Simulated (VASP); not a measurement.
## Zn: elastic constants with LDA

Zn:

```xyz
2
Lattice="2.6144 0.0000 0.0000 -1.3072 2.2641 0.0000 0.0000 0.0000 4.8732" Properties=species:S:1:pos:R:3 pbc="T T T"
Zn    0.0000    1.5094    1.2183
Zn    1.3072    0.7547    3.6549
```

```json
{
  "Program": "VASP 6.6.1",
  "Task": "elastic constants",
  "Functional": "LDA",
  "Potentials or basis": "VASP PAW LDA potentials, release 64 (Zn)",
  "Cutoff": "600 eV",
  "k mesh": "9 × 9 × 4",
  "Occupations": "gaussian, width 0.1 eV",
  "Spin": "no spin polarisation",
  "Ions in elastic constants": "relaxed",
  "Further INCAR settings": "ALGO = Fast; EDIFF = 1e-08; IBRION = 6; POTIM = 0.015; NSW = 1; ISIF = 3"
}
```

| Property | Result |
| --- | --- |
| Relaxed volume | 13.52 Å³/atom |
| Relaxed cell | a = 2.599 Å, b = 2.599 Å, c = 4.623 Å, α = 90.00°, β = 90.00°, γ = 120.00° |
| Space group after relaxing (to 0.05 Å) | P6_3/mmc (No. 194) |
| Voigt bulk modulus | 106 GPa |
| Highest phonon frequency at Γ | 178 cm⁻¹ |

The path:
```
step  energy change (eV)  largest force (eV/Å)  pressure (GPa)  volume (Å³)
   1              0.0000                0.0000           -5.05        28.85
   2             -0.0248                0.0000            1.14        26.99
   3             -0.0261                0.0000           -0.03        27.30
   4             -0.0261                0.0000           -0.13        27.33
   5             -0.0285                0.0000           -0.15        27.24
   6             -0.0397                0.0000            0.51        26.99
   7             -0.0358                0.0000            2.14        26.45
   8             -0.0388                0.0000            1.55        26.64
   9             -0.0421                0.0000            0.93        26.81
  10             -0.0418                0.0000           -0.30        27.12
  11             -0.0426                0.0000            0.41        26.94
  12             -0.0428                0.0000           -0.09        27.07
  13             -0.0428                0.0000           -0.05        27.06
  14             -0.0428                0.0000           -0.05        27.05
  15             -0.0428                0.0000           -0.03        27.05
  16             -0.0428                0.0000            0.01        27.04
```

Final structure:
```
Zn
1.0
     2.59896    0.00000    0.00000
    -1.29948    2.25077    0.00000
     0.00000    0.00000    4.62304
Zn
2
Direct
  0.33333 0.66667 0.25000
  0.66667 0.33333 0.75000
```

Phonon frequencies in cm⁻¹ (negative: imaginary):
| q point | frequencies |
| --- | --- |
| (0.000, 0.000, 0.000) | 0 0 0 85 85 178 |

Elastic tensor in Voigt notation (GPa, in the Cartesian axes of the cell as first typed):
```
 81 210  45   0   0   0
210  81  45   0   0   0
 45  45 191   0   0   0
  0   0   0  38   0   0
  0   0   0   0  38   0
  0   0   0   0   0 -65
```

Clamped-ion elastic tensor (GPa):
```
 81 210  45   0   0   0
210  81  45   0   0   0
 45  45 191   0   0   0
  0   0   0  38   0   0
  0   0   0   0  38   0
  0   0   0   0   0 -65
```

Wall time 4.1 min on 1 thread of Intel(R) Xeon(R) 6975P-C (Granite Rapids), with other jobs on the host, peak memory 0.23 GiB.

Caveat: the elastic tensor has a negative eigenvalue, so either the cell is unstable as it stands or the mesh is too thin.
